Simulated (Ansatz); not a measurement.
Li5NbO5 — ¹⁷O NMR of the central transition

Cell: a Materials Project structure (computed, not necessarily an observed phase), atoms as given.

Space group C2/c (No. 15); a = 5.7530, b = 9.3946, c = 9.0920 Å, β = 104.54°.

```
site  Wyckoff  site symmetry       x       y       z
 Li1       8f              1  0.3686  0.3272  0.4387
 Li2       8f              1  0.6608  0.8841  0.0423
 Li3       4e              2  0.5000  0.1720  0.2500
  Nb       4e              2  0.5000  0.5878  0.2500
 O13       8f              1  0.6550  0.6712  0.1055
 O14       8f              1  0.3162  0.1130  0.4114
 O17       4e              2  0.5000  0.3863  0.2500
```

One atom of each set is listed; the run and its k-mesh use a cell of 22 atoms with edges of 5.51, 5.51, 9.09 Å.

The numbers come from a DFT calculation in Ansatz (r2SCAN, plane waves and PAW, scalar-relativistic, 500 eV cutoff, Γ-centred 4×4×3 k-points, Fermi–Dirac smearing 0.02 eV).

¹⁷O has I = 5/2 and Q = -25.58 mb (Pyykkö 2018); at 28.2 T its Larmor frequency is ν₀ = 162.8 MHz. Only the quadrupole interaction is simulated: positions count from each site's isotropic chemical shift, and J coupling is left out, as are shift anisotropy and dipolar coupling, which fast spinning averages.

Question: Give C_Q, η, the quadrupolar product P_Q = |C_Q|(1 + η²/3)^½, the second-order isotropic shift and the breadth of the pattern (fast magic-angle spinning) for each O site.

Answer: 

| site | first shell | C_Q (MHz) | η | P_Q (MHz) | δ_QIS (ppm) | breadth (kHz) |
| --- | --- | --- | --- | --- | --- | --- |
| O13 | 1 Nb at 1.93 Å, 4 Li at 1.94–2.09 Å | -1.24 | 0.93 | 1.41 | -0.448 | 0.162 |
| O14 | 5 Li at 2.01–2.19 Å, 1 Nb at 2.04 Å | -0.745 | 0.57 | 0.784 | -0.139 | 0.0525 |
| O17 | 1 Nb at 1.89 Å, 5 Li at 2.01–2.35 Å | 0.409 | 0.01 | 0.409 | -0.0379 | 0.0133 |

δ_QIS = −(ν_Q²/30ν₀²)[I(I+1) − 3/4](1 + η²/3) × 10⁶ ppm with ν_Q = 3|C_Q|/[2I(2I−1)]; it falls as 1/B₀² in ppm, and the breadth as 1/B₀ in kHz.

At this cell the r2SCAN pressure is -6 GPa, so with r2SCAN the cell would shrink if it were relaxed. The entry's cell may itself be off. The largest force is 0.9 eV/Å, so the atoms aren't at the calculated equilibrium and relaxing them would move these values. Without spin–orbit coupling (the program notes it for Nb) the gradients are little affected as a rule: paired runs on crystals with a gap mostly move them by under 2 % at such atoms.
